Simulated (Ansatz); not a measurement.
The parent structure is CaSe in the rock salt structure (space group Fm-3m, No. 225).

```
CaSe
1.0
    0.00000     2.93425     2.93425
    2.93425     0.00000     2.93425
    2.93425     2.93425     0.00000
Ca Se
1 1
Direct
  0.00000   0.00000   0.00000
  0.50000   0.50000   0.50000
```

Cartesian axes are those of the cell as printed.

The values are results of PBEsol (Ansatz, a quantum-chemistry and plane-wave program), scalar-relativistic without spin-orbit coupling, not measurements.

One thing is altered: tensor shear ε_xy = +2.00 % (engineering shear γ = 0.0400); the atoms relax in the strained cell.

**Question.** Predict the stress tensor and what it implies for the stiffness.

**Answer.** Stress of the strained cell less that of the base (GPa, compression positive):
```
   0.03   -1.10    0.00
  -1.10    0.03    0.00
   0.00    0.00   -0.03
```

Then −Δσ/γ with γ = 2ε = 0.0400 gives secant stiffness values (nonlinear terms included at this strain): C66 ≈ 27 GPa.

Stability against distortions was not tested.
